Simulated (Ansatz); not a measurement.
## Ga₂O₃: Electric field gradients

The cell is a COD entry whose atoms were relaxed with PBE, the cell held.

Space group C2/m (No. 12); a = 12.2140, b = 3.0371, c = 5.7981 Å, β = 103.83°.

```csv
site,Wyckoff,site symmetry,x,y,z
Ga1,4i,m,0.0912,0.0000,0.7953
Ga3,4i,m,0.6595,0.0000,0.3127
O5,4i,m,0.1690,0.0000,0.1084
O7,4i,m,0.1722,0.0000,0.5603
O9,4i,m,0.4967,0.0000,0.2537
```

One atom of each set is listed; the run and its k-mesh use a cell of 10 atoms with edges of 6.29, 6.29, 5.80 Å.

Method: Kohn–Sham DFT in Ansatz, PBE, plane waves and PAW, with spin–orbit coupling, 420 eV cutoff, Γ-centred 10×10×6 k-points, Fermi–Dirac smearing 0.02 eV.

V_zz is the principal component of the electric field gradient with the largest magnitude, η = (V_xx − V_yy)/V_zz and C_Q = eQV_zz/h.

⁷¹Ga: I = 3/2, Q = 107.0 mb; O-17: I = 5/2, Q = -25.58 mb. Q values from Pyykkö, Mol. Phys. 116, 1328 (2018).

Q: What field gradients does the calculation give at each kind of site?

A: 

```csv
site,atoms,first shell,"V_xx, V_yy, V_zz (10²¹ V/m²)",η,C_Q (MHz)
Ga1,2,4 O at 1.84–1.87 Å,"0.16, 3.41, -3.57",0.91,-9.23
Ga3,2,6 O at 1.94–2.07 Å,"-1.12, -1.41, 2.53",0.11,6.55
O5,2,3 Ga at 1.84–1.95 Å,"2.37, 5.86, -8.23",0.42,5.09
O7,2,4 Ga at 1.87–2.07 Å,"-1.99, -2.12, 4.11",0.03,-2.54
O9,2,3 Ga at 1.84–1.94 Å,"5.22, 5.89, -11.11",0.06,6.87
```

At O5 and O9 V_zz stands upright on the plane through its three neighbours (within 1°) in each case. At O7 V_zz points along its shortest bond, to Ga (within 5°).

At this cell the PBE pressure is 8 GPa, so with PBE the cell would grow if it were relaxed.
